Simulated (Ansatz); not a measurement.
PBE against PBEsol: CdSiP2

Start from CdSiP2 in the chalcopyrite structure (space group I-42d, No. 122; a = 5.7239 Å, c = 10.5825 Å).

(Cell as relaxed with PBE.)

Levels (all Ansatz, a quantum-chemistry and plane-wave program, PAW): PBE (420 eV, without spin-orbit coupling); PBEsol (420 eV, without spin-orbit coupling).

Each level relaxes its own structure.

```json
[
 {"quantity": "volume per atom", "PBE": "21.67 Å³", "PBEsol": "20.91 Å³"},
 {"quantity": "lattice parameter a", "PBE": "5.724 Å", "PBEsol": "5.644 Å"},
 {"quantity": "lattice parameter c", "PBE": "10.582 Å", "PBEsol": "10.500 Å"},
 {"quantity": "band gap", "PBE": "1.42 eV", "PBEsol": "1.24 eV"},
 {"quantity": "gap character", "PBE": "direct at Γ", "PBEsol": "direct at Γ"},
 {"quantity": "electron mass", "PBE": "0.70 mₑ along c, 0.28 mₑ across", "PBEsol": "0.72 mₑ along c, 0.27 mₑ across"},
 {"quantity": "hole mass", "PBE": "0.14 mₑ along c, 0.47 mₑ across", "PBEsol": "0.14 mₑ along c, 0.42 mₑ across"}
]
```

PBE's volume per atom lies 0.76 Å³ above PBEsol's (3.7 %); PBE's lattice parameter a lies 0.080 Å above PBEsol's (1.4 %); PBE's lattice parameter c lies 0.0825 Å above PBEsol's (0.8 %); PBE's band gap lies 0.18 eV above PBEsol's; the two agree on the gap character. Neither level is exact; PBEsol is the comparison here, not a measurement.

Masses are band curvatures over ±0.01 Å⁻¹ around the edge. Gaps are read on the SCF mesh and a high-symmetry path. Whether these cells are dynamically stable was not tested.
